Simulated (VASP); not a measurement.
A calculation with VASP 6.6.1 of Li (native input, structure from a POSCAR):

The input INCAR:

```
PREC = Accurate
ENCUT = 520
EDIFF = 1E-6
ISMEAR = 0
SIGMA = 0.05
LREAL = False
LASPH = True
NELM = 60
ALGO = Fast
ISIF = 2
LWAVE = False
LCHARG = True
GGA = RP
LELF = True
LVHAR = True
NBANDS = 8
```

File KPOINTS:

```
Automatic mesh
0
Gamma
  10 10 10
```

File POSCAR:

```
Li
1.0
    0.0000000000      2.2020000000      2.2020000000
    2.2020000000      0.0000000000      2.2020000000
    2.2020000000      2.2020000000      0.0000000000
Li
1
Cartesian
    0.0000000000      0.0000000000      0.0000000000
```

Potentials or basis: VASP PAW PBE potentials, release 64 (Li_sv).

Command:

```sh
$ cat potpaw_PBE.64/Li_sv/POTCAR > POTCAR
$ mpirun -np 1 vasp_std > vasp.out
```

This isn't the form of Li at room conditions, which is bcc.

**Question.** Write the same calculation in another form: ASE script, structure typed inline.

**Answer.** As run:

run.py

```python
from ase import Atoms
from ase.calculators.vasp import Vasp
from ase.dft.bandgap import bandgap

atoms = Atoms(
    ['Li'],
    cell=[[0.0, 2.202, 2.202], [2.202, 0.0, 2.202], [2.202, 2.202, 0.0]],
    scaled_positions=[[0.0, 0.0, 0.0]],
    pbc=True,
)
calc = Vasp(
    directory='calc',
    xc='rpbe',
    pp='PBE',
    setups='materialsproject',
    prec='Accurate',
    encut=520,
    ediff=1e-06,
    ismear=0,
    sigma=0.05,
    lreal=False,
    lasph=True,
    nelm=80,
    algo='Normal',
    isif=2,
    lwave=False,
    lcharg=True,
    lelf=True,
    lvhar=True,
    kpts=[10, 10, 10],
    gamma=True,
)
atoms.calc = calc

print('energy (eV):', atoms.get_potential_energy())
print('free energy (eV):', atoms.get_potential_energy(force_consistent=True))
print('forces (eV/A):')
print(atoms.get_forces())
print('stress (eV/A^3, Voigt):', atoms.get_stress())
print('Fermi level (eV):', calc.get_fermi_level())
gap, top, bottom = bandgap(calc)
print('band gap (eV):', gap, 'from (spin, k, band)', top, 'to', bottom)
```

Potentials or basis: VASP PAW PBE potentials, release 64 (Li_sv).

Command:

```console
$ python run.py
```

Both were run:

|  | native input, structure from a POSCAR | ASE script, structure typed inline |
| --- | --- | --- |
| Band gap on the k mesh | none (metal or under the smearing width) | none (metal or under the smearing width) |

Keys that steer only the numerical path or the files written may differ.

Caveat: the PAW data sets were made with another functional, which shifts forces and pressure a little.
